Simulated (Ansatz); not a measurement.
Si (Fd-3m), symmetry broken, then relaxed

Computed with Ansatz, DFT r2SCAN, scalar-relativistic, plane waves, PAW. Settings: plane waves to 500 eV, k-mesh 8×8×8 (Γ-centred), Gaussian smearing 0.05 eV. No spin polarisation. Energies are free energies at this smearing, counted from the undisturbed cell; pressure is positive in compression.

The starting cell (relaxed at this level):

```
CELL_PARAMETERS angstrom
0.00000 2.72211 2.72211
2.72211 0.00000 2.72211
2.72211 2.72211 0.00000
ATOMIC_POSITIONS crystal
Si 0.50000 0.50000 0.50000
Si 0.75000 0.75000 0.75000
```

The atoms are displaced (Å, in the unstrained cell):

```csv
atom,ux,uy,uz
Si1,0.073,-0.037,-0.126
Si2,-0.073,0.037,0.126
```

Cell and atoms are then relaxed.

Question: Does the relaxation return to the undisturbed structure?

Answer: Yes (up to a choice of domain or origin): same space group and volume, and an energy 0.0 meV/atom from it. The disturbance itself cost 357.1 meV/atom. The final space group reads Fd-3m (tolerance 0.05 Å) and the volume changes by 0.01 %.

Final structure:

```yaml
crystal:
  lattice:
    - [-0.00001, 2.72222, 2.72212]
    - [2.72221, 0.00000, 2.72211]
    - [2.72220, 2.72221, 0.00000]
  atoms:
    - { symbol: Si, position: [0.50000, 0.50000, 0.50000] }
    - { symbol: Si, position: [0.75000, 0.75000, 0.75000] }
```

The relaxation, step by step (energy from the first step; small jumps at an unchanged geometry come where the plane waves are selected anew for the new cell):

| step | ΔE (meV/atom) | largest force component (eV/Å) | pressure (GPa) |
| --- | --- | --- | --- |
| 1 | 0.0 | 3.632 | 3.98 |
| 2 | -316.0 | 0.459 | 1.17 |
| 3 | -356.1 | 0.061 | 0.66 |
| 4 | -357.1 | 0.000 | 0.08 |
| 5 | -357.1 | 0.000 | 0.00 |
| 6 | -357.1 | 0.000 | 0.00 |

Frames along the relaxation (Å, eV/Å):

```xyz
2
Lattice="0.000 2.722 2.722 2.722 0.000 2.722 2.722 2.722 0.000" Properties=species:S:1:pos:R:3:forces:R:3 pbc="T T T" step=1
Si    2.795    2.685    2.596   -2.745    2.491    3.632
Si    4.010    4.121    4.209    2.745   -2.491   -3.632
2
Lattice="0.132 2.675 2.634 2.799 0.006 2.760 2.790 2.793 0.014" Properties=species:S:1:pos:R:3:forces:R:3 pbc="T T T" step=2
Si    2.855    2.746    2.706   -0.348    0.330    0.459
Si    4.296    4.096    4.054    0.348   -0.330   -0.459
2
Lattice="-0.013 2.728 2.707 2.716 -0.003 2.698 2.714 2.716 -0.001" Properties=species:S:1:pos:R:3:forces:R:3 pbc="T T T" step=3
Si    2.712    2.717    2.698   -0.051    0.050    0.061
Si    4.061    4.084    4.057    0.051   -0.050   -0.061
2
Lattice="0.000 2.723 2.719 2.722 0.000 2.719 2.722 2.723 0.000" Properties=species:S:1:pos:R:3:forces:R:3 pbc="T T T" step=4
Si    2.722    2.723    2.719    0.000    0.000    0.000
Si    4.084    4.084    4.079    0.000    0.000    0.000
2
Lattice="0.000 2.722 2.722 2.722 0.000 2.722 2.722 2.722 0.000" Properties=species:S:1:pos:R:3:forces:R:3 pbc="T T T" step=5
Si    2.722    2.722    2.722    0.000    0.000    0.000
Si    4.083    4.083    4.083    0.000    0.000    0.000
2
Lattice="0.000 2.722 2.722 2.722 0.000 2.722 2.722 2.722 0.000" Properties=species:S:1:pos:R:3:forces:R:3 pbc="T T T" step=6
Si    2.722    2.722    2.722    0.000    0.000    0.000
Si    4.083    4.083    4.083    0.000    0.000    0.000
```